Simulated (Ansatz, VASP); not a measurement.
**Pd in VASP and in Ansatz**

The input INCAR:

```
ALGO = Fast ; EDIFF = 1E-6
EDIFFG = -0.04 ; ENCUT = 600
GGA = PE ; IBRION = 2
ISIF = 3 ; ISMEAR = 0
LASPH = T ; LCHARG = F
LREAL = F ; LWAVE = F
NELM = 100 ; NSW = 90
PREC = Accurate ; SIGMA = 0.1
```

File KPOINTS:

```
k-points
0
Gamma
  6 6 4
```

Contents of POSCAR:

```
Pd
1.0
    4.5905052597      0.0000000000      0.0000000000
   -2.2952526298      3.9754941711      0.0000000000
    0.0000000000      0.0000000000      5.3013747959
Pd
5
Direct
    0.0000000000      0.5000000000      0.6666700000
    0.5000000000      0.0000000000      0.6666700000
    0.5000000000      0.5000000000      0.6666700000
    0.3333333333      0.6666666667      0.3271800000
    0.6666666667      0.3333333333      0.3271800000
```

Input for Ansatz:

```yaml
crystal:
  lattice:
    - [4.5905052597, 0.0, 0.0]
    - [-2.2952526298, 3.9754941711, 0.0]
    - [0.0, 0.0, 5.3013747959]
  atoms:
    - { symbol: Pd, position: [0.0, 0.5, 0.66667] }
    - { symbol: Pd, position: [0.5, 0.0, 0.66667] }
    - { symbol: Pd, position: [0.5, 0.5, 0.66667] }
    - { symbol: Pd, position: [0.3333333333, 0.6666666667, 0.32718] }
    - { symbol: Pd, position: [0.6666666667, 0.3333333333, 0.32718] }
basis:
  ecutwfc: 420
kpoints:
  mp_grid: { grid: [6, 6, 4] }
hamiltonian:
  xc: pbe
scf:
  occupations: { method: gaussian, width: 0.1 }
  lower_state_search: "off"
output:
  forces: true
  stress: true
  eigenvalues: true
relax:
  adjacent_minimum: "off"
  f_tol: 0.04
  max_steps: 70
  cell: { stress_tol: 0.4 }
```

Alike in both runs: task relaxation of cell and atoms; functional PBE; k mesh 6 × 6 × 4; occupations gaussian, width 0.1 eV; no spin polarisation.

|  | VASP | Ansatz |
| --- | --- | --- |
| version | VASP 6.6.1 | Ansatz 0.2.0 |
| potentials or method | VASP PAW PBE potentials, release 64 (Pd) | scalar-relativistic, plane waves, PAW |
| plane-wave cutoff (eV) | 600 | 420 |
| valence electrons in the cell | 50 | 90 |

```tsv
	VASP	Ansatz	Ansatz less VASP
gap on the k mesh at the Fermi level, each at its own relaxed structure (eV)	none	none	-
relaxed volume (Å³/atom)	21.02	21.03	+0.002
relaxed cell length with the largest relative difference (Å)	4.470	4.483	+0.0135
energy change over the relaxation (meV/atom)	-1903	-1941	-37.9
```

A gap of «none» marks a metal or a gap that the smearing closes. The two sets of potentials don't hold the same shells in valence.
